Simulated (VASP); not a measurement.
# BaS (Fm-3m) in VASP: further runs

The runs below take BaS through single point, relaxation of cell and atoms, with HF, PBEsol-based global hybrid with 25 % exact exchange.

All numbers are computed with VASP 6.6.1; they aren't measurements. Logs are shortened: lines on timing, memory, paths and dates and some standing lists are left out, and cuts for length are marked.

**What was measured.**

From a printed reference work, monograph, original work of 1988, for a bulk crystal of BaS at 2 K: band gap 3.806 eV (indirect).

The results are compared with them further down.

## Step 1: The cell of the first run

The structure is cubic, space group Fm-3m (No. 225). Conventional cell: a = 6.624 Å, b = 6.624 Å, c = 6.624 Å, α = 90.00°, β = 90.00°, γ = 90.00°. Ba (site symmetry m-3m) has 6 S at 3.31 Å within 4.4 Å. S (site symmetry m-3m) has 6 Ba at 3.31 Å within 4.4 Å.

## Step 2: Single point, HF

POSCAR reads:

```
BaS
1.0
    0.0000000000      3.3119082597      3.3119082597
    3.3119082597      0.0000000000      3.3119082597
    3.3119082597      3.3119082597      0.0000000000
Ba S
1 1
Direct
    0.0000000000      0.0000000000      0.0000000000
    0.5000000000      0.5000000000      0.5000000000
```

INCAR.step1 reads:

```
PREC = Accurate
ENCUT = 520
EDIFF = 1E-5
ISMEAR = -1
SIGMA = 0.05
LREAL = F
LASPH = T
NELM = 80
ALGO = Normal
ISIF = 2
LWAVE = T
GGA = PE
NBANDS = 15
```

INCAR.step2 reads:

```
PREC = Accurate
ENCUT = 520
EDIFF = 1E-6
ISMEAR = -1
SIGMA = 0.05
LREAL = F
LASPH = T
NELM = 80
ALGO = Normal
ISIF = 2
LWAVE = F
LCHARG = T
GGA = PE
LHFCALC = T
AEXX = 1.0
ALDAC = 0.0
AGGAC = 0.0
PRECFOCK = Normal
LELF = T
LVHAR = T
ISTART = 1
NBANDS = 15
```

KPOINTS reads:

```
Automatic mesh
0
Gamma
  4 4 4
```

Potentials or basis: VASP PAW PBE potentials, release 64 (Ba_sv, S).

Started as:

```bash
$ cat potpaw_PBE.64/Ba_sv/POTCAR potpaw_PBE.64/S/POTCAR > POTCAR
$ cp INCAR.step1 INCAR
$ mpirun -np 1 vasp_std > vasp.out
$ cp INCAR.step2 INCAR
$ mpirun -np 1 vasp_std > vasp.out
```

OUTCAR:

```text
PREC = Accurate
   ENCUT = 520
   EDIFF = 1E-6
   ISMEAR = -1
   LREAL = F
   LASPH = T
   NELM = 80
   ISIF = 2
   GGA = PE
   LHFCALC = T
   AEXX = 1.0
   PRECFOCK = Normal
   ISTART = 1

 ion  position               nearest neighbor table
   1  0.000  0.000  0.000-   2 3.31   2 3.31   2 3.31   2 3.31   2 3.31   2 3.31
   2  0.500  0.500  0.500-   1 3.31   1 3.31   1 3.31   1 3.31   1 3.31   1 3.31

  LATTYP: Found a face centered cubic cell.
 ALAT       =     6.6238165194

  Lattice vectors:

 A1 = (   0.0000000000,   3.3119082597,   3.3119082597)
 A2 = (   3.3119082597,   0.0000000000,   3.3119082597)
 A3 = (   3.3119082597,   3.3119082597,   0.0000000000)

Analysis of symmetry for initial positions (statically):
=====================================================================
 Subroutine PRICEL returns:
 Original cell was already a primitive cell.

 Routine SETGRP: Setting up the symmetry group for a
 face centered cubic supercell.

 Subroutine GETGRP returns: Found 48 space group operations
 (whereof 48 operations were pure point group operations)
 out of a pool of 48 trial point group operations.

The static configuration has the point symmetry O_h .

Analysis of symmetry for dynamics (positions and initial velocities):
=====================================================================
 Subroutine PRICEL returns:
 Original cell was already a primitive cell.

 Routine SETGRP: Setting up the symmetry group for a
 face centered cubic supercell.

 Subroutine GETGRP returns: Found 48 space group operations
 (whereof 48 operations were pure point group operations)
 out of a pool of 48 trial point group operations.

The dynamic configuration has the point symmetry O_h .

 Subroutine INISYM returns: Found 48 space group operations
 (whereof 48 operations are pure point group operations),
 and found     1 'primitive' translations

----------------------------------------------------------------------------------------

                                     Primitive cell

  volume of cell :      72.6549

  direct lattice vectors                    reciprocal lattice vectors
     0.000000000  3.311908260  3.311908260    -0.150970365  0.150970365  0.150970365
     3.311908260  0.000000000  3.311908260     0.150970365 -0.150970365  0.150970365
     3.311908260  3.311908260  0.000000000     0.150970365  0.150970365 -0.150970365

  length of vectors
     4.683745578  4.683745578  4.683745578     0.261488343  0.261488343  0.261488343

  position of ions in fractional coordinates (direct lattice)
     0.000000000  0.000000000  0.000000000
     0.500000000  0.500000000  0.500000000

  ion indices of the primitive-cell ions
   primitive index   ion index
                 1           1
                 2           2

----------------------------------------------------------------------------------------

 KPOINTS: Automatic mesh

Automatic generation of k-mesh.
 Grid dimensions read from file:
 generate k-points for:    4    4    4

 Generating k-lattice:

  Cartesian coordinates                     Fractional coordinates (reciprocal lattice)
    -0.037742591  0.037742591  0.037742591     0.250000000  0.000000000  0.000000000
     0.037742591 -0.037742591  0.037742591     0.000000000  0.250000000  0.000000000
     0.037742591  0.037742591 -0.037742591     0.000000000  0.000000000  0.250000000

  Length of vectors
     0.065372086  0.065372086  0.065372086

  Shift w.r.t. Gamma in fractional coordinates (k-lattice)
     0.000000000  0.000000000  0.000000000

 Subroutine IBZKPT returns following result:
 ===========================================

 Found      8 irreducible k-points:

 Following reciprocal coordinates:
            Coordinates               Weight
  0.000000  0.000000  0.000000      1.000000
  0.250000  0.000000  0.000000      8.000000
  0.500000  0.000000  0.000000      4.000000
  0.250000  0.250000  0.000000      6.000000
  0.500000  0.250000  0.000000     24.000000
 -0.250000  0.250000  0.000000     12.000000
  0.500000  0.500000  0.000000      3.000000
 -0.250000  0.500000  0.250000      6.000000
   k-points           NKPTS =      8   k-points in BZ     NKDIM =     64   number of bands    NBANDS=     15
   number of dos      NEDOS =    301   number of ions     NIONS =      2
   total plane-waves  NPLWV =  46656
   dimension x,y,z NGX =    36 NGY =   36 NGZ =   36
   dimension x,y,z NGXF=    72 NGYF=   72 NGZF=   72
   ions per type =               1   1
   NGX,Y,Z   is equivalent  to a cutoff of  12.78, 12.78, 12.78 a.u.
   NGXF,Y,Z  is equivalent  to a cutoff of  25.56, 25.56, 25.56 a.u.
 SYSTEM =  unknown system
   PREC   = accura    normal or accurate (medium, high low for compatibility)
   ISTART =      1    job   : 0-new  1-cont  2-samecut
   ICHARG =      0    charge: 1-file 2-atom 10-const
   ISPIN  =      1    spin polarized calculation?
   LNONCOLLINEAR =      F non collinear calculations
   LSORBIT =      F    spin-orbit coupling
   LASPH  =      T    aspherical Exc in radial PAW
   ENCUT  =  520.0 eV  38.22 Ry    6.18 a.u.   8.71  8.71  8.71*2*pi/ulx,y,z
   NELM   =     80;   NELMIN=  2; NELMDL=  0     # of ELM steps
   EDIFF  = 0.1E-05   stopping-criterion for ELM
   LREAL  =      F    real-space projection
   EDIFFG = 0.1E-04   stopping-criterion for IOM
   NSW    =      0    number of steps for IOM
   IBRION =     -1    ionic relax: 0-MD 1-quasi-New 2-CG
   NFREE  =      0    steps in history (QN), initial steepest desc. (CG)
   ISIF   =      2    stress and relaxation
   ISYM   =      3    0-nonsym 1-usesym 2-fastsym
   POTIM  = 0.5000    time-step for ionic-motion
   TEBEG  =    0.0;   TEEND  =   0.0 temperature during run
   PSTRESS=    0.0 pullay stress
   NELECT =      16.0000    total number of electrons
   NUPDOWN=      -1.0000    fix difference up-down
   EMIN   =  10.00;   EMAX   =-10.00  energy-range for DOS
   EFERMI =   0.00;   METHOD = LEGACY
   ISMEAR =    -1;   SIGMA  =   0.05  broadening in eV -4-tet -1-fermi 0-gaus
   EFERMI_NEDOS =   21; number of points for ismear=-14 and -15
   IALGO  =     38    algorithm
   IMIX   =      1    mixing-type and parameters
     AMIX     =   0.40;   BMIX     =  1.00
     AMIX_MAG =   1.60;   BMIX_MAG =  1.00
  volume/ion in A,a.u.               =      36.33       245.15
  Fermi-wavevector in a.u.,A,eV,Ry     =   0.988613  1.868209 13.297744  0.977357
  Thomas-Fermi vector in A             =   2.120153
   LORBIT       =      0    0 simple, 1 ext, 2 COOP (PROOUT), +10 PAW based schemes
   GGA     = PE    functional components
   LHFCALC =     T    Hartree Fock is set to
   PRECFOCK=normal    Normal, Fast or Accurate (Low or Medium for compatibility)
   ENCUT4O =  -1.0   cutoff for four orbital integrals eV
   NKREDX  =     1    reduce k-point grid by
   NKREDY  =     1    reduce k-point grid by
   NKREDZ  =     1    reduce k-point grid by
   AEXX    =    1.0000 exact exchange contribution
   HFSCREEN=    0.0000 screening length (either q_TF or 0.3 A-1)
   HFSCREENC=   0.0000 screening length for correlation (either q_TF or 0.3 A-1)
   ENCUTFOCK=  -1.0 apply spherical cutoff to Coloumb kernel
   IVDW    =     0    specifies the selected vdW correction
   LEPSILON=     F    determine dielectric tensor
   LRPA    =     F    only Hartree local field effects (RPA)
 non-spin polarized calculation
  energy-cutoff  :      520.00
  volume of cell :       72.65
 maximum number of plane-waves:      1964
 NGX is ok and might be reduce to    36
  NGX = 28; NGY = 28; NGZ = 28

 number of electron      15.9999999 magnetization

 Free energy of the ion-electron system (eV)
  ---------------------------------------------------
  ext. energy  EPLUGINS =         0.00000000
  ---------------------------------------------------
  free energy    TOTEN  =       -16.16327433 eV

  energy without entropy =      -16.16327433  energy(sigma->0) =      -16.16327433

 E-fermi :  -1.0687     XC(G=0):   0.0000

 val. band max:       -2.1275391606   @ k =   0.0000   0.0000   0.0000
 cond. band min:       7.0543732949   @ k =   0.5000   0.5000   0.0000
 fundamental gap:      9.1819124556
 Fermi energy:        -1.0686822666

 k-point     1 :       0.0000    0.0000    0.0000
  band No.  band energies     occupation
      1     -35.1938      2.00000
      2     -16.5631      2.00000
      3     -16.0809      2.00000
      4     -16.0809      2.00000
      5     -16.0809      2.00000
      6      -2.1275      2.00000
      7      -2.1275      2.00000
      8      -2.1275      2.00000
      9       8.0898      0.00000
     10       9.1381      0.00000
     11       9.1381      0.00000
     12       9.1381      0.00000
     13      10.1980      0.00000
     14      10.1980      0.00000
     15      13.6109      0.00000

 k-point     2 :       0.2500    0.0000    0.0000
  band No.  band energies     occupation
      1     -35.1738      2.00000
      2     -17.4459      2.00000
      3     -16.0866      2.00000
      4     -16.0866      2.00000
      5     -15.0978      2.00000
      6      -3.3184      2.00000
      7      -2.7118      2.00000
      8      -2.7118      2.00000
      9       9.1173      0.00000
     10      10.0510      0.00000
     11      10.1227      0.00000
     12      10.1227      0.00000
     13      11.8494      0.00000
     14      11.8494      0.00000
     15      15.7850      0.00000

 k-point     3 :       0.5000    0.0000    0.0000
  band No.  band energies     occupation
      1     -35.1536      2.00000
      2     -17.8749      2.00000
      3     -16.0920      2.00000
      4     -16.0920      2.00000
      5     -14.5586      2.00000
      6      -4.2748      2.00000
      7      -3.2126      2.00000
      8      -3.2126      2.00000
      9      10.2640      0.00000
     10      10.8337      0.00000
     11      11.9404      0.00000
     12      11.9404      0.00000
     13      14.2018      0.00000
     14      14.8233      0.00000
     15      14.8247      0.00000

 k-point     4 :       0.2500    0.2500    0.0000
  band No.  band energies     occupation
      1     -35.1675      2.00000
      2     -17.2604      2.00000
      3     -16.1699      2.00000
      4     -16.1699      2.00000
      5     -15.3119      2.00000
      6      -3.5531      2.00000
      7      -2.3346      2.00000
      8      -2.3346      2.00000
      9       7.8523      0.00000
     10       9.4985      0.00000
     11      10.7861      0.00000
     12      11.2149      0.00000
     13      11.2149      0.00000
     14      13.5764      0.00000
     15      16.6898      0.00000

 k-point     5 :       0.5000    0.2500    0.0000
  band No.  band energies     occupation
      1     -35.1478      2.00000
      2     -17.4622      2.00000
      3     -16.2746      2.00000
      4     -16.1785      2.00000
      5     -15.1441      2.00000
      6      -3.5161      2.00000
      7      -2.9767      2.00000
      8      -2.8133      2.00000
      9       8.4599      0.00000
     10      11.0629      0.00000
     11      12.2991      0.00000
     12      12.4179      0.00000
     13      12.7454      0.00000
     14      13.6219      0.00000
     15      14.3347      0.00000

 k-point     6 :      -0.2500    0.2500    0.0000
  band No.  band energies     occupation
      1     -35.1541      2.00000
      2     -17.5927      2.00000
      3     -16.2838      2.00000
      4     -16.0953      2.00000
      5     -14.8807      2.00000
      6      -3.8687      2.00000
      7      -3.1459      2.00000
      8      -2.6623      2.00000
      9       9.5926      0.00000
     10      10.3630      0.00000
     11      10.7931      0.00000
     12      11.5024      0.00000
     13      12.9572      0.00000
     14      14.6065      0.00000
     15      15.3733      0.00000

 k-point     7 :       0.5000    0.5000    0.0000
  band No.  band energies     occupation
      1     -35.1420      2.00000
      2     -16.5398      2.00000
      3     -16.4096      2.00000
      4     -16.2620      2.00000
      5     -16.2620      2.00000
      6      -2.9920      2.00000
      7      -2.3916      2.00000
      8      -2.3916      2.00000
      9       7.0544      0.00000
     10      11.1314      0.00000
     11      11.5554      0.00000
     12      13.0359      0.00000
     13      13.2540      0.00000
     14      13.2540      0.00000
     15      13.6019      0.00000

 k-point     8 :      -0.2500    0.5000    0.2500
  band No.  band energies     occupation
      1     -35.1416      2.00000
      2     -17.1826      2.00000
      3     -16.4002      2.00000
      4     -16.4001      2.00000
      5     -15.2692      2.00000
      6      -3.3386      2.00000
      7      -2.8042      2.00000
      8      -2.8042      2.00000
      9       9.4001      0.00000
     10       9.4001      0.00000
     11      11.7891      0.00000
     12      12.2289      0.00000
     13      13.2871      0.00000
     14      15.1340      0.00000
     15      15.9619      0.00000

------------------------ aborting loop because EDIFF is reached ----------------------------------------

  FORCE on cell =-STRESS in cart. coord.  units (eV):
  Direction    XX          YY          ZZ          XY          YZ          ZX
  --------------------------------------------------------------------------------------
  -------------------------------------------------------------------------------------
  Total        0.0484289      0.0484289      0.0484289      0.0000000      0.0000000     -0.0000000
  in kB        1.0679490      1.0679490      1.0679490      0.0000000      0.0000000     -0.0000000
  external PRESSURE =       1.0679490 kB  Pullay stress =       0.0000000 kB

 VOLUME and BASIS-vectors are now :
 -----------------------------------------------------------------------------
  energy-cutoff  :      520.00
  volume of cell :       72.65
      direct lattice vectors                 reciprocal lattice vectors
     0.000000000  3.311908260  3.311908260    -0.150970365  0.150970365  0.150970365
     3.311908260  0.000000000  3.311908260     0.150970365 -0.150970365  0.150970365
     3.311908260  3.311908260  0.000000000     0.150970365  0.150970365 -0.150970365

 POSITION                                       TOTAL-FORCE (eV/Angst)
 -----------------------------------------------------------------------------------
      0.00000      0.00000      0.00000         0.000000     -0.000000      0.000000
      3.31191      3.31191      3.31191        -0.000000      0.000000     -0.000000
 -----------------------------------------------------------------------------------
    total drift:                                0.000001      0.000001      0.000001

  FREE ENERGIE OF THE ION-ELECTRON SYSTEM (eV)
  ---------------------------------------------------
  free  energy   TOTEN  =       -16.1632743325 eV

  energy  without entropy=      -16.1632743324  energy(sigma->0) =      -16.16327433
```

It took 11 min on 1 thread of Intel Xeon Platinum 8488C (Sapphire Rapids), shared host; peak memory 0.22 GiB.

What came out:

| Property | Result |
| --- | --- |
| Free energy | -16.1633 eV |
| Pressure | 0.1 GPa |
| Band gap on the k mesh | 9.18 eV (least direct gap 9.45 eV) |

Levels at points of the mesh, in eV from the valence-band top:
```csv
k point,band 5,band 6,band 7,band 8,band 9,band 10,band 11,band 12
"(0.00, 0.00, 0.00)",-13.95,0.00,0.00,0.00,10.22,11.27,11.27,11.27
"(0.50, 0.00, 0.00)",-12.43,-2.15,-1.09,-1.09,12.39,12.96,14.07,14.07
"(0.50, 0.50, 0.00)",-14.13,-0.86,-0.26,-0.26,9.18,13.26,13.68,15.16
```

Caveat: the PAW data sets were made with another functional, which shifts forces and pressure a little; spin-orbit coupling is left out, which moves the levels of the heavy elements.

(Part 1 of 3 ends here.)
